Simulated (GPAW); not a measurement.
The system is CuI.

```
I Cu
1.0
     4.09020    0.00000    0.00000
     0.00000    4.09020    0.00000
     0.00000    0.00000    6.55146
I Cu
2 2
Direct
  0.00000 0.50000 0.74303
  0.50000 0.00000 0.25697
  0.00000 0.00000 0.00000
  0.50000 0.50000 0.00000
```

Measurements of this composition are mostly on another form, of space group No. 216.

Base run:

| Property | Result |
| --- | --- |
| Program | GPAW 26.7.0 |
| Functional | PBEsol |
| Potentials or basis | PAW data sets generated in the run's folder for this functional |
| Cutoff | 600 eV |
| Basis | pw |
| k mesh | 6 × 6 × 4 |
| Occupations | fermi-dirac, width 0.05 eV |
| Spin | no spin polarisation |
| Hubbard terms | Cu d U = 2 eV |

Its results: band gap on the k mesh 1.73 eV, direct; pressure -0.6 GPa; largest force 0.045 eV/Å.

The run is repeated on the same cell with these changes: hubbard terms from Cu d U = 2 eV to Cu d U = 1 eV. What comes out?

Band gap on the k mesh 1.61 eV, direct; pressure -0.8 GPa; largest force 0.056 eV/Å.

Caveats: with this Cu data set, volumes or pressures lay over 1.5 % or 2 GPa off other programs in two to four cells of ten; spin-orbit coupling is left out, which moves the levels of the heavy elements; this functional lacks dispersion, which binds the layers, so the pressure and a relaxed spacing across them are unreliable.
